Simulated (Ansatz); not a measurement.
**Phases of Sb at 220 GPa**

Structure types of Sb are relaxed in primitive cells with their symmetry kept at 220 GPa, first on PAW files, then by LAPW. The enthalpy is E + pV at zero temperature, without zero-point motion. Only the types listed were tried, and differences under about 5 meV/atom are mesh noise. The real phase may be another.

All numbers are PBE results (scalar-relativistic) from Ansatz 0.2.0, with Fermi–Dirac smearing of 0.1 eV, no spin polarisation. Methods: LAPW: all electrons, basis error target 0.5 meV/atom; PAW: frozen-core files, cutoff 420 eV.

k meshes: fcc 17×17×17, bcc 18×18×18, hcp 16×16×9, omega 9×9×12, beta tin 17×17×17, sc 16×16×16.

Spin–orbit coupling is left out, which matters for the heavy atoms.

Q: Which type is lowest in enthalpy, and by how much?

A: bcc, 133 meV/atom below hcp. The whole table:

```csv
start type,ends as,"a, b, c (Å)",V (Å³/atom),"H − H(lowest), LAPW (meV/atom)","same, PAW"
fcc,"fcc, Fm-3m","3.771, 3.771, 3.771",13.41,189.1,188.9
bcc,"bcc, Im-3m","2.990, 2.990, 2.990",13.36,0.0,0.0
hcp,"hcp, P6_3/mmc","2.689, 2.689, 4.280",13.40,133.3,133.1
omega,"omega, P6/mmm","4.285, 4.285, 2.537",13.45,198.2,198.0
beta tin,"beta tin, I4_1/amd","4.714, 4.714, 2.519",13.99,1298.2,1296.7
sc,"sc, Pm-3m","2.433, 2.433, 2.433",14.40,1761.6,1760.1
```

Q: Split the lead of bcc over hcp into energy and pV.

A: For hcp less bcc: ΔE = +73.8 meV/atom, and p·ΔV = 220 GPa × +0.0433 Å³ × 6.242 meV/(GPa·Å³) = +59.5 meV/atom, together 133.3 meV/atom. bcc wins on both counts.
